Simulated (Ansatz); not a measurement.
# Σ3 (112) boundary in fcc Ag with O (interstitial): structure and resistance, part 2 of 2

How much does the Σ3 (112) boundary in fcc Ag with O (interstitial) reflect electrons?

Ansatz 0.2.0; Ansatz plane-wave DFT, PBE, PAW files; relaxation of a bicrystal slab with its lowest layers held; PAW set soft_1 (the session's first sound run).

So far. Step 2 (Relaxing the bicrystal): The largest force component on a free atom ends at 0.0081 eV/Å, under the tolerance of 0.03, after 9 steps.

## 3. Transmission across the boundary

Bulk layers of each grain are laid under and over the relaxed boundary, and a lead is named in the middle of each, away from the free faces. The mesh across the current, 22×10, is finer than the density's, because channels open and close sharply across the zone. Energies from -0.1 to 0.1 eV in steps of 0.05 eV are too few for the program's thermal sum, so it prints no conductance; for a metal the transmission near the Fermi level serves, at a fraction of the cost.

This step: Ansatz plane-wave DFT, PBE, PAW files; ballistic transport by layer matching (Landauer), zero bias; boundary relaxed in a short slab, bulk layers laid on; PAW set soft_1 (Ansatz 0.2.0).

System of this step: Σ3 (112) boundary in fcc Ag with O (interstitial). The cell holds 53 atoms: 52 Ag and 1 O. Its edges and angles: a = 2.889 Å, b = 7.078 Å, c = 51.394 Å, α = 90.0°, β = 90.0°, γ = 90.0°. It derives from Ag. Regions: lower grain, 21 atoms (21 Ag); boundary, 15 atoms (14 Ag and 1 O); upper grain, 17 atoms (17 Ag). Vacuum lies along c.

Contents of input.yaml:

```yaml
crystal:
  lattice:
    - [2.8893797293, 0.0, 0.0]
    - [0.0, 7.0775060099, 0.0]
    - [0.0, 0.0, 51.3943865264]
  atoms:
    - { symbol: Ag, position: [-13.9999999996, 9.3333333335, 0.0778295116] }
    - { symbol: Ag, position: [-13.4999999997, 9.0000000002, 0.0940587564] }
    - { symbol: Ag, position: [-12.9999999997, 8.6666666668, 0.1102880012] }
    - { symbol: Ag, position: [-12.4999999997, 8.3333333335, 0.1265172461] }
    - { symbol: Ag, position: [-11.9999999997, 8.0000000001, 0.1427464909] }
    - { symbol: Ag, position: [-11.4999999997, 7.6666666668, 0.1589757357] }
    - { symbol: Ag, position: [-10.9999999997, 7.3333333335, 0.1752049806] }
    - { symbol: Ag, position: [-10.4999999998, 7.0000000001, 0.1914342254] }
    - { symbol: Ag, position: [-9.9999999998, 6.6666666668, 0.2076634703] }
    - { symbol: Ag, position: [-9.4999999998, 6.3333333335, 0.2238927151] }
    - { symbol: Ag, position: [-8.9999999998, 6.0000000001, 0.2401219599] }
    - { symbol: Ag, position: [-8.4999999998, 5.6666666668, 0.2563512048] }
    - { symbol: Ag, position: [-7.9999999998, 5.3333333334, 0.2725804496] }
    - { symbol: Ag, position: [-7.4999999999, 5.0000000001, 0.2888096944] }
    - { symbol: Ag, position: [-6.9999999999, 4.6666666668, 0.3050389393] }
    - { symbol: Ag, position: [-6.4999999999, 4.3333333334, 0.3212681841] }
    - { symbol: Ag, position: [-5.9999999999, 4.0000000001, 0.337497429] }
    - { symbol: Ag, position: [-5.4999999999, 3.6666666668, 0.3537266738] }
    - { symbol: Ag, position: [-4.9999999999, 3.3333333334, 0.3699559186] }
    - { symbol: Ag, position: [-4.5, 3.0000000001, 0.3861851635] }
    - { symbol: Ag, position: [-4.0, 2.6666666667, 0.4024144083] }
    - { symbol: Ag, position: [0.5, 0.3333333334, 0.4186436531] }
    - { symbol: Ag, position: [0.0, -0.0052160377, 0.4360609734] }
    - { symbol: Ag, position: [0.5, 0.656526537, 0.4525262623] }
    - { symbol: Ag, position: [0.0, 0.3202968279, 0.469379303] }
    - { symbol: Ag, position: [0.5, -0.0158078628, 0.4859483454] }
    - { symbol: Ag, position: [0.0, 0.6481961307, 0.5024522136] }
    - { symbol: Ag, position: [0.5, 0.3167946215, 0.5190831892] }
    - { symbol: Ag, position: [0.0, -0.0420138895, 0.5356810291] }
    - { symbol: O, position: [0.0, 0.2590431788, 0.5535386109] }
    - { symbol: Ag, position: [0.0, 0.5762116361, 0.5592876117] }
    - { symbol: Ag, position: [0.5, -0.1177716501, 0.5823954807] }
    - { symbol: Ag, position: [0.0, 0.2235865792, 0.5961586765] }
    - { symbol: Ag, position: [0.5, 0.5555454771, 0.6132227091] }
    - { symbol: Ag, position: [0.0, -0.1062285557, 0.6311099149] }
    - { symbol: Ag, position: [0.5, 0.2292758498, 0.6462733262] }
    - { symbol: Ag, position: [-4.0, 2.5626091831, 0.662502571] }
    - { symbol: Ag, position: [-4.5, 2.8959425165, 0.6787318159] }
    - { symbol: Ag, position: [-4.9999999999, 3.2292758498, 0.6949610607] }
    - { symbol: Ag, position: [-5.4999999999, 3.5626091831, 0.7111903056] }
    - { symbol: Ag, position: [-5.9999999999, 3.8959425165, 0.7274195504] }
    - { symbol: Ag, position: [-6.4999999999, 4.2292758498, 0.7436487952] }
    - { symbol: Ag, position: [-6.9999999999, 4.5626091832, 0.7598780401] }
    - { symbol: Ag, position: [-7.4999999999, 4.8959425165, 0.7761072849] }
    - { symbol: Ag, position: [-7.9999999998, 5.2292758498, 0.7923365297] }
    - { symbol: Ag, position: [-8.4999999998, 5.5626091832, 0.8085657746] }
    - { symbol: Ag, position: [-8.9999999998, 5.8959425165, 0.8247950194] }
    - { symbol: Ag, position: [-9.4999999998, 6.2292758498, 0.8410242643] }
    - { symbol: Ag, position: [-9.9999999998, 6.5626091832, 0.8572535091] }
    - { symbol: Ag, position: [-10.4999999998, 6.8959425165, 0.8734827539] }
    - { symbol: Ag, position: [-10.9999999997, 7.2292758499, 0.8897119988] }
    - { symbol: Ag, position: [-11.4999999997, 7.5626091832, 0.9059412436] }
    - { symbol: Ag, position: [-11.9999999997, 7.8959425165, 0.9221704884] }
kpoints:
  mp_grid: { grid: [9, 4, 1] }
hamiltonian:
  xc: pbe
  pseudopotentials: { kind: paw, azcp: { folder: soft_1 } }
scf:
  occupations: { method: fermi_dirac, width: 0.1 }
output:
  transmission:
    leads: [[11, 12], [43, 44]]
    kmesh: [22, 10]
    e_range: [-0.1, 0.1]
    de: 0.05
  write_potential: true
  write_density: true
  volumetric_format: npy
  elf: true
```

Run with:

```sh
ansatz run input.yaml --threads 4 --pin off --max-ram 15360MiB --backend cpu --events-out ev --progress --plain --runs-dir out
```

Numbers of over 12 decimals in the logs are rounded to 6 here.

The program printed:

```text
[...]
Crystal: 53 atoms, lattice volume = 1050.995 Å³
Basis set: ecut = 420 eV, 20493 PW (Γ)
Bands: 597, of which v1, the nominal top of the filled ones, is band 497 counted from 1 (496 counted from 0)
Symmetry: 2 space group operations
[...]
k-points: 15 of 36 (time reversal used)
[...]
SCF iter   1: F=—  HF=-395289.355536 eV  |F-HF|=—  |Δ(HF+E_count)|=         —  Δρ=7.00e-2  dr2=7.81e1  ethr=3.10e-3  ⟨swp⟩=5.0  Hψ=26840  notcnv=0  defer=826
[...]
SCF iter  12: F=-395274.266928 eV  HF=-395274.266928 eV  |F-HF|=5.03e-8  |Δ(HF+E_count)|=   1.05e-9  Δρ=1.15e-6  dr2=5.77e-8  ethr=1.01e-11  ⟨swp⟩=10.5  Hψ=35679  notcnv=0
SCF 1 converged in 12 iterations: F = -395274.266928 eV  dr2 = 5.77e-8
[...]
transmission: 282 of 2808 steps passed
transmission: 562 of 2808 steps passed
[...]
transmission: 2808 of 2808 steps passed
WARN: The output density's exchange-correlation potential varies sharply where the density is thin. Do not read a vacuum level from v_tot or v_xc, or from such a field of the output density. On a cell that repeats whose density bears no net charge and no dipole along the vacuum's axis use v_es (v_loc + v_h of the components); under efield.dipole_correction with no amplitude use v_es + v_field, which holds any externa [...]
SCF converged after 12 iterations
Free energy (F): -395274.266928 eV
[...]
Internal energy: -395273.804714 eV  (E = F + TS)
E sigma→0 (E₀):  -395274.035821 eV
Entropy (-TS):   -0.462214 eV (-8.721 meV/atom)
Fermi energy:    13.977292 eV
[...]
--- Band table (eV; the first three rows and the last of 15) ---
  k-point 0: bands = [... 493 lower, 12.0429, 12.2031, 12.2868, 12.4267, 12.4704, 12.5879, 12.6215, 12.9355, ... 96 higher]
  k-point 1: bands = [... 493 lower, 12.0806, 12.1949, 12.3590, 12.5265, 12.5922, 12.6938, 12.8181, 13.0832, ... 96 higher]
  k-point 2: bands = [... 493 lower, 11.7890, 11.8093, 12.1437, 12.3220, 12.5333, 12.6971, 12.8226, 13.0927, ... 96 higher]
  k-point 14: bands = [... 493 lower, 14.6260, 14.7856, 14.9606, 15.0366, 15.1480, 15.1923, 15.2301, 15.2964, ... 96 higher]
--- Transmission ---
  basis      : 175 plane waves across, 39 finite elements along
  points     : 72, standing for a mesh of 22 x 10
  energies   : 5 from -0.100000 to 0.100000 eV about the Fermi level, 0.050000 eV apart; the leads are filled to 0.000000 eV, and channels, transmission and decay are at 0.000000 eV
  crystal 0  : Ag3, at the sites [11, 12], period 2.5023 Å, over 18.35 Å; its Hamiltonian steps by up to 12.3 meV
    offset         : up to 0.0000 Å between an atom of the period and one for which it stands
    channels       : 2.322727e0 a spin
    conductance    : none, the energies end too early or step too widely for 300 K: set another output.transmission.e_range or a lower de, or, where they end at an eighth of basis.ecutwfc, a higher one
[...]
channels       : 2.322727e0 a spin
[...]
junction   : crystal 0 to crystal 1, 13.04 to 38.08 Å
    transmission   : 1.243284e0 a spin
[...]
```

It took 19 min on 4 threads of Intel Xeon Platinum 8488C (Sapphire Rapids), shared host; peak memory 12 GiB; 72 min of CPU time.

In the SCF lines HF is the Harris–Foulkes energy and dr2 the Hartree energy of the density residual, in eV; the loop may stop once dr2 is under the threshold and the program's other checks hold. Hψ counts applications of the Hamiltonian.

This step gave:

```
free energy                                    : -395274.2669 eV
energy at zero smearing                        : -395274.0358 eV
Fermi energy                                   : 13.98 eV
cell area                                      : 20.45 Å²
transmission per spin nearest the Fermi level  : 1.243
open channels per spin nearest the Fermi level : 2.323
open channels per spin, upper lead             : 2.323
step of the lead's potential                   : 12.3 meV
step of the upper lead's potential             : 10.1 meV
```

Per spin. Transmission, zone mean against energy, zero at the Fermi level:

| energy (eV) | transmission, zone mean |
| --- | --- |
| -0.1000 | 1.24 |
| -0.0500 | 1.24 |
| 0.0000 | 1.24 |
| 0.0500 | 1.25 |
| 0.1000 | 1.25 |

Per spin. Open channels, zone mean, lead = upper lead against energy, zero at the Fermi level:

| energy (eV) | open channels, zone mean, lead = upper lead |
| --- | --- |
| -0.1000 | 2.27 |
| -0.0500 | 2.29 |
| 0.0000 | 2.32 |
| 0.0500 | 2.31 |
| 0.1000 | 2.31 |

Transmission over k1 and k2. At 0.0000 eV from the Fermi level.

Ten even steps from '0' (0.00) to '9' (1.63):
```
0578999886666688999875
0568888888777888888865
0467778899999998877764
0466678999999999876664
0465689999999999986564
0466678999999999876664
0467778899999998877764
0568888888777888888865
0578999886666688999875
0578999886666688999875
```
Columns: k1 (b1) from -0.5 to 0.455; rows upwards: k2 (b2) from -0.5 to 0.4.

Open channels over k1 and k2. At 0.0000 eV from the Fermi level.

Ten even steps from '0' (1.00) to '9' (3.00):
```
5555555559555955555555
5555555599999995555555
5055559999999999955550
5055599999999999995550
5009999999999999999900
5055599999999999995550
5055559999999999955550
5555555599999995555555
5555555559555955555555
5555555555555555555555
```
Columns: k1 (b1) from -0.5 to 0.455; rows upwards: k2 (b2) from -0.5 to 0.4.

Valence density in the cb plane at fractional x = 0.000, with atoms of Ag and O within 0.2 Å of it. It is the smooth field of the valence electrons, not physical close to the nuclei.

Ten steps, logarithmic in the rise over the least value, from '0' (0 e/Å³) to '9' (21 e/Å³), each cell a mean:
```
00002589851000000025898620000000267863000000
00001366531000000014787520000001379974100000
00111123210000000012455210000001379973100000
12331100000000012211121100000000146642000000
36764100000000246531000111100000012221110000
48986200000001378862001344210000000011333100
48996200000001489973113677520000000013676310
36774100000001368862014799730000000025898520
13332000000000135531014799630000000025898520
11110000000111111110002566410000000014676410
20000000012453100000001222100000000001333100
31000000025886310000001222101121000000111112
41000000136998410000013553113554100000000146
31000000026897410000025775226886310000001368
10000000013664200000014665237997410000001379
00000011111221000000012443126886310000000368
00000234321000000000122211013554100000000135
00001477641000000002454210001111111110000011
00002589852000000014787510000000124431000000
```
Columns run along c (16.0 Å, from fractional 0.39 to 0.70 of the cell), rows up along b (7.1 Å). Atoms in or near the plane, at fractional coordinates: Ag at (0.40, 0.67), Ag at (0.44, 0.99), Ag at (0.47, 0.32), Ag at (0.50, 0.65), Ag at (0.54, 0.96), O at (0.55, 0.26), Ag at (0.56, 0.58), Ag at (0.60, 0.22), Ag at (0.63, 0.89), Ag at (0.66, 0.56), Ag at (0.69, 0.23).

ELF in the cb plane at fractional x = 0.000, with atoms of Ag and O within 0.2 Å of it. It is the smooth field of the valence electrons, not physical close to the nuclei.

Ten even steps from '0' (0.10) to '9' (0.83), each cell a mean:
```
01111468641010001114797410001111145542110011
11111245421000011113575311100111258853111001
11110112110000111112343211110111257752111001
12221011110000011111111111111000134431111100
24543111110000134421111111111000012211111100
36874111100001257642111233210000011101222100
36874201000111359852002455410000011112454210
24553100001111246642013588520000011114686411
12221000001111123321003577520000001114696411
01111000000111011110001344310011100013454211
11111000012332111110000011000011100001222111
21110000014664211100003553000111000001111011
31110011125896311100027888302443111001111134
21100011124675311000048658414665211100111246
10000111112443100000048778315895311100111258
00000011101111100000016887114664211110011246
10000123210111000000000232002443111110000123
00001355531111000001332100001111001110000011
00111479641110000013565310000111123321000111
```
Columns run along c (16.0 Å, from fractional 0.39 to 0.70 of the cell), rows up along b (7.1 Å). Atoms in or near the plane, at fractional coordinates: Ag at (0.40, 0.67), Ag at (0.44, 0.99), Ag at (0.47, 0.32), Ag at (0.50, 0.65), Ag at (0.54, 0.96), O at (0.55, 0.26), Ag at (0.56, 0.58), Ag at (0.60, 0.22), Ag at (0.63, 0.89), Ag at (0.66, 0.56), Ag at (0.69, 0.23).

Electrostatic potential energy in the cb plane at fractional x = 0.000, with atoms of Ag and O within 0.2 Å of it. With pseudopotentials it is smooth inside the atoms' cores, unlike the true potential.

Ten even steps from '0' (-15 eV) to '9' (17 eV), each cell a mean:
```
99997114117999999971283169999999600005999999
99998400158999999972030279999998405603899999
99999865689999999986212689999998503304899999
86457899999999987788777899999999720027999999
51003899999999731148999888999999976678889999
21520699999998403215998533689999999987545899
21630699999998317504895110169999999984000489
40002799999998402116983165049999999971251179
85347999999999741258983043059999999971262179
89889999999888887889996200379999999983000389
79999999985224799999999766899999999998545799
48999999961110489999999889998778999999988886
38999999950561289999996115984113799999999731
58999999960230389999992001850220499999999502
89999999984112799999993002840561389999998405
99999988888667999999998448960220499999999511
99999743479999999999878999984113799999999852
99998300038999999996212699998778998899999988
99997027217999999982020279999999853358999999
```
Columns run along c (16.0 Å, from fractional 0.39 to 0.70 of the cell; values clipped at the 3rd and 97th percentile), rows up along b (7.1 Å). Atoms in or near the plane, at fractional coordinates: Ag at (0.40, 0.67), Ag at (0.44, 0.99), Ag at (0.47, 0.32), Ag at (0.50, 0.65), Ag at (0.54, 0.96), O at (0.55, 0.26), Ag at (0.56, 0.58), Ag at (0.60, 0.22), Ag at (0.63, 0.89), Ag at (0.66, 0.56), Ag at (0.69, 0.23).

Over the solved energies the transmission per spin lies between 1.24 and 1.25, out of 2.30 channels of the lead on average (up to 2.32).

## 4. Specific resistance

This step: Ansatz plane-wave DFT, PBE, PAW files; ballistic transport by layer matching (Landauer), zero bias; specific resistance of the boundary; PAW set soft_1 (Ansatz 0.2.0).

This step gave:

| Item | Value |
| --- | --- |
| area resistance | 0.9769 fΩ m² |
| T over the leads' mean channel count | 0.5401 |

Averaged over the energies near the Fermi level, 54.0 % of the channels pass, which makes 0.977 fΩ m².

By hand, with T and the leads' channels N averaged over the energies near the Fermi level: RA = A (h/2e²)(1/T − ½[1/N₁ + 1/N₂]) = 20.45×10⁻²⁰ m² × 12 906 Ω × (1/1.243 − ½[1/2.301 + 1/2.301]) = 0.977 fΩ m².

## 5. Results

```yaml
specific_resistance_of_the_boundary: 0.977 fΩ m²
share_of_channels_that_pass: 0.540
```

In words: The boundary has a specific resistance of 0.98 fΩ m². The boundary reflects 46 % of the channels; 0.98 fΩ m² is 9.8×10⁻¹² Ω·cm². That equals the resistance of 60 nm of bulk Ag at 300 K (measured 1.629 µΩ cm, CRC Handbook of Chemistry and Physics, 84th ed., 2003, Electrical Resistivity of Pure Metals). One O in 20.4 Å² of boundary is a high coverage. In the relaxation the upper grain slid sideways by about 0.7 Å, so the result belongs to the position that it found, not to the starting one. One starting structure was relaxed; another shift or atom count at the boundary may lie lower.

[Logs are printed without paths, hosts, clocks, repeated set-up lines and the standing remarks that a program may print on its own settings, such as how far it seeks lower states.]

[Hosts, paths, dates, database ids (printed as entryN), source tags and the programs' standing remarks are cut or masked in the printed files.]
